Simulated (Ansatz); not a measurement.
Write the native input for Ansatz 0.2.0 that does the following.

| Item | Value |
| --- | --- |
| Task | single point |
| Functional | PBE |
| Potentials or basis | Ansatz PAW |
| Cutoff | 420 eV (not typed: the program's choice for these potentials) |
| k mesh | 8 × 8 × 8 |
| Occupations | fermi-dirac, width 0.05 eV |
| Spin | no spin polarisation |

CaF2 (Fluorite):

```xyz
3
Lattice="0.0000 2.7310 2.7310 2.7310 0.0000 2.7310 2.7310 2.7310 0.0000" Properties=species:S:1:pos:R:3 pbc="T T T"
Ca   -0.0491    0.0212    0.0300
F     4.1303    4.0994    4.0892
F     1.3152    1.3500    1.3442
```

The cell isn't the ideal one: atoms moved at random, drawn with an rms of 0.05 Å.

The input as run:

input.yaml

```yaml
crystal:
  lattice:
    - [0.0, 2.731, 2.731]
    - [2.731, 0.0, 2.731]
    - [2.731, 2.731, 0.0]
  atoms:
    - { symbol: Ca, position: [0.01836, -0.007385, -0.010609] }
    - { symbol: F, position: [0.742994, 0.754325, 0.758069] }
    - { symbol: F, position: [0.252469, 0.239748, 0.241844] }
hamiltonian:
  xc: pbe
  pseudopotentials: { kind: paw }
kpoints:
  mp_grid: { grid: [8, 8, 8] }
scf:
  occupations: { method: fermi_dirac, width: 0.05 }
output:
  forces: true
  stress: true
  eigenvalues: true
```

Potentials or basis: Ansatz PAW.

Launch:

```bash
$ ansatz run input.yaml --threads 2 --pin off --max-ram 5120MiB --backend cpu --events-out ev --progress --plain --runs-dir out
```

It gave:

```yaml
Pressure: 2.5 GPa
Largest_force: 0.404 eV/Å
Band_gap_on_the_k_mesh: 7.27 eV, indirect (least direct gap 7.53 eV)
```

Caveat: the pressure holds a Pulay correction of +0.6 GPa for the finite cutoff.

Wall time 6.2 s on 2 threads of Arm Neoverse V2, with other jobs on the host, peak memory 0.44 GiB.
